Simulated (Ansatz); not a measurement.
A 2-atom cell of BaO started from a crystallographic database at its r2SCAN geometry: many-body runs in Ansatz on a coarse mesh, with settings drawn wide and some wrong on purpose. No gap below is converged. No spin polarisation and no zero-point or thermal motion.

The first input:
```yaml
crystal:
  lattice:
    - [0.0, 2.7718674917, 2.7718674917]
    - [2.7718674917, 0.0, 2.7718674917]
    - [2.7718674917, 2.7718674917, 0.0]
  atoms:
    - { symbol: Ba, position: [0.0, 0.0, 0.0] }
    - { symbol: O, position: [0.5, 0.5, 0.5] }
kpoints:
  mp_grid: { grid: [4, 4, 4] }
hamiltonian:
  xc: pbe
  pseudopotentials: { azcp: { folder: soft_1 } }
scf:
  occupations: { method: fixed }
gw:
  n_empty_bands: 30
  ecut_chi: 40
  qp_bands: [v1, c1]
  qp_kpoints: band_edges
  screening: { model: contour_deformation }
```

Q: How does it end?

A: It runs. The PBE gap over the mesh, 2.05 eV, becomes 3.12 eV, with 38 bands summed and 27 plane waves in the screening.
```
--- G₀W₀: contour deformation, 6 samples at zero and on the imaginary axis and 1 off it, 64 q-points, 30 empty bands' worth ---
    ik  band        ε_KS         Σx   Σc(E_QP)       V_xc       Z   E_QP_lin       E_QP  E_QP is
     0     8      8.1219   -24.3507     4.7762   -19.2315  0.7360     7.7764     7.7789  root
     0     9     12.1486    -6.5215    -3.6989   -10.8510  0.8259    12.7849    12.7792  root
     3     8      8.1579   -24.2814     4.6983   -19.2293  0.7388     7.8014     7.8040  root
     3     9     11.5613    -5.4249    -3.6748    -9.9858  0.8239    12.4607    12.4475  root
     5     8      8.1564   -23.9553     4.5489   -19.0284  0.7432     7.7755     7.7784  root
     5     9     13.2092    -6.9625    -3.8021   -11.8891  0.8022    14.3574    14.3337  root
     6     8      8.5658   -24.9189     4.5445   -20.0643  0.7481     8.2538     8.2556  root
     6     9     10.6126    -5.2762    -3.5197    -9.5560  0.8279    11.3809    11.3728  root
     7     8      8.3510   -24.3582     4.5236   -19.4874  0.7461     8.0015     8.0039  root
     7     9     13.0979    -6.6794    -3.8186   -11.5979  0.8066    14.2241    14.1977  root
```
The points are ik 0 = (0, 0, 0) (Γ), ik 3 = (0, 1/4, 1/4), ik 5 = (0, 1/4, -1/4), ik 6 = (0, -1/2, -1/2), ik 7 = (1/4, -1/2, -1/4); band 8 is the last filled one.

Q: And with these blocks in place of the first input's?
```yaml
gw:
  n_empty_bands: 90
  ecut_chi: 110
  qp_bands: [v1, c1]
  qp_kpoints: band_edges
  screening: { model: godby_needs }
```

A: It runs. The PBE gap over the mesh, 2.05 eV, becomes 3.02 eV, with 98 bands summed and 113 plane waves in the screening.
```
--- G₀W₀: ω_p = 22.7585 eV, 64 q-points, 90 empty bands' worth ---
    ik  band        ε_KS         Σx   Σc(E_QP)       V_xc       Z   E_QP_lin       E_QP  E_QP is
     0     8      8.1219   -24.3507     4.5938   -19.2315  0.7590     7.5942     7.5964  root
     0     9     12.1486    -6.5215    -3.8365   -10.8510  0.8411    12.6428    12.6416  root
     3     8      8.1579   -24.2814     4.5144   -19.2293  0.7613     7.6179     7.6202  root
     3     9     11.5613    -5.4249    -3.9683    -9.9858  0.8420    12.1559    12.1540  root
     5     8      8.1564   -23.9553     4.3571   -19.0284  0.7656     7.5841     7.5866  root
     5     9     13.2092    -6.9625    -4.0724   -11.8891  0.8282    14.0674    14.0633  root
     6     8      8.5658   -24.9189     4.3593   -20.0643  0.7655     8.0687     8.0705  root
     6     9     10.6126    -5.2762    -3.7996    -9.5560  0.8442    11.0941    11.0929  root
     7     8      8.3510   -24.3582     4.3350   -19.4874  0.7661     7.8132     7.8153  root
     7     9     13.0979    -6.6794    -4.0969   -11.5979  0.8305    13.9237    13.9195  root
```
The points are ik 0 = (0, 0, 0) (Γ), ik 3 = (0, 1/4, 1/4), ik 5 = (0, 1/4, -1/4), ik 6 = (0, -1/2, -1/2), ik 7 = (1/4, -1/2, -1/4); band 8 is the last filled one.

Q: And with these blocks in place of the first input's?
```yaml
hamiltonian:
  xc: hse06
  pseudopotentials: { azcp: { folder: soft_1 } }
gw:
  n_empty_bands: 45
  ecut_chi: 120
  qp_bands: [v1, c1]
  qp_kpoints: band_edges
  screening: { model: contour_deformation }
```

A: It runs. The HSE06 gap over the mesh, 3.32 eV, becomes 3.59 eV, with 53 bands summed and 137 plane waves in the screening.
```
--- G₀W₀: contour deformation, 5 samples at zero and on the imaginary axis and 1 off it, 64 q-points, 45 empty bands' worth ---
    ik  band        ε_KS         Σx   Σc(E_QP)       V_xc       Z   E_QP_lin       E_QP  E_QP is
     0     8      7.1282   -24.3828     4.3652   -20.3418  0.7671     7.4510     7.4523  root
     0     9     12.5356    -6.2938    -3.4599   -10.3155  0.8535    13.1000    13.0975  root
     3     8      7.1726   -24.3427     4.2905   -20.3623  0.7696     7.4815     7.4827  root
     3     9     11.9440    -5.2020    -3.5018    -9.3654  0.8532    12.6092    12.6056  root
     5     8      7.1854   -24.1264     4.1606   -20.2436  0.7735     7.4623     7.4632  root
     5     9     13.6884    -6.5120    -3.5835   -10.9086  0.8365    14.5083    14.5015  root
     6     8      7.6166   -24.9487     4.1200   -21.1554  0.7772     7.9421     7.9433  root
     6     9     10.9381    -5.0673    -3.3763    -9.0396  0.8564    11.5368    11.5341  root
     7     8      7.3933   -24.4873     4.1266   -20.6599  0.7757     7.6914     7.6924  root
     7     9     13.5687    -6.2902    -3.6017   -10.6885  0.8386    14.3716    14.3652  root
```
The points are ik 0 = (0, 0, 0) (Γ), ik 3 = (0, 1/4, 1/4), ik 5 = (0, 1/4, -1/4), ik 6 = (0, -1/2, -1/2), ik 7 = (1/4, -1/2, -1/4); band 8 is the last filled one.

Q: And with these blocks in place of the first input's?
```yaml
gw:
  n_empty_bands: 60
  ecut_chi: 80
  qp_bands: [v1, c1]
  qp_kpoints: band_edges
  screening: { model: contour_deformation }
  q_mesh: [1, 1, 1]
```

A: It runs. The PBE gap over the mesh, 2.05 eV, becomes 3.17 eV, with 68 bands summed and 65 plane waves in the screening. A single q point can't stand for the zone.
```
--- G₀W₀: contour deformation, 6 samples at zero and on the imaginary axis and 1 off it, 1 q-point, 60 empty bands' worth ---
    ik  band        ε_KS         Σx   Σc(E_QP)       V_xc       Z   E_QP_lin       E_QP  E_QP is
     0     8      8.1219   -26.9549     6.8132   -19.2315  0.6893     7.1793     7.2117  root
     0     9     12.1486    -4.9114    -5.5064   -10.8510  0.7513    12.5873    12.5817  root
     3     8      8.1579   -26.5782     6.5366   -19.2293  0.6921     7.3209     7.3456  root
     3     9     11.5613    -4.0541    -5.5428    -9.9858  0.7510    11.9547    11.9502  root
     5     8      8.1564   -25.6987     6.0046   -19.0284  0.6974     7.4753     7.4907  root
     5     9     13.2092    -6.0777    -5.2912   -11.8891  0.7467    13.7376    13.7294  root
     6     8      8.5658   -27.2983     6.4296   -20.0643  0.6943     7.7376     7.7614  root
     6     9     10.6126    -3.7575    -5.4808    -9.5560  0.7521    10.9334    10.9304  root
     7     8      8.3510   -26.3476     6.1463   -19.4874  0.6965     7.6191     7.6371  root
     7     9     13.0979    -5.7689    -5.3406   -11.5979  0.7474    13.5935    13.5863  root
```
The points are ik 0 = (0, 0, 0) (Γ), ik 3 = (0, 1/4, 1/4), ik 5 = (0, 1/4, -1/4), ik 6 = (0, -1/2, -1/2), ik 7 = (1/4, -1/2, -1/4); band 8 is the last filled one.

The runs are scalar-relativistic, without spin-orbit coupling.

The PAW potentials are those of the set soft_1; totals can't be set beside those of other sets.
